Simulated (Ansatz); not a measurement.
**Response of NaCl to small distortions**

```
Na Cl
1.0
     0.00000    2.83175    2.83175
     2.83175    0.00000    2.83175
     2.83175    2.83175    0.00000
Na Cl
1 1
Cartesian
  0.0000 0.0000 0.0000
  2.8317 2.8317 2.8317
```

Atom numbers follow the list: Na1, Cl2.

The structure is an experimental refinement, used without relaxation. It was measured hot, at 423 K.

These are results of DFT, PBE, all-electron LAPW, scalar-relativistic (Ansatz 0.2.0), not measurements.

Numerical set-up: a Γ-centred 7×7×7 k mesh, Fermi–Dirac smearing of 0.03 eV, basis error target 0.25 meV/atom, no spin polarisation.

The unchanged cell is at 0.43 GPa, so energy changes include a term −P ΔV where the volume moves.

Semilocal functionals give too small gaps.

x, y and z are the Cartesian axes of the cell as listed; fractional coordinates follow a strain, and an engineering shear is twice the off-diagonal strain component.

**Question.** One change gave: energy change +22 meV/atom; stress change (xx, yy, zz, yz, xz, xy) 3.42, 3.42, 1.09, 0.00, 0.00, 0.00 GPa, compression positive; gap on the k mesh 5.06 → 5.37 eV. Which change was it?
A. equal xy, yz and zx engineering shear strains of +1.5 %
B. x and y strained by -4 %, z held
C. atom 2 (Cl) moved by (0.0289, 0.0289, 0.0289) Å

**Answer.** B. For equal xy, yz and zx engineering shear strains of +1.5 %: energy change under 1 meV/atom; stress change (xx, yy, zz, yz, xz, xy) 0.00, 0.00, 0.00, -0.19, -0.19, -0.19 GPa, compression positive; gap on the k mesh 5.06 → 5.03 eV. For atom 2 (Cl) moved by (0.0289, 0.0289, 0.0289) Å: energy change under 1 meV/atom; stress change (xx, yy, zz, yz, xz, xy) 0.03, 0.03, 0.03, -0.01, -0.01, -0.01 GPa, compression positive; change of the force on Cl2 (-0.037, -0.037, -0.037) eV/Å; gap on the k mesh 5.06 → 5.06 eV.

**Question.** What force constant does this one finite step give for Cl2 along its displacement (all its periodic images move with it)?

**Answer.** k = −ΔF·u/|u|² = 1.28 eV/Å², so the force pulls the atom back.
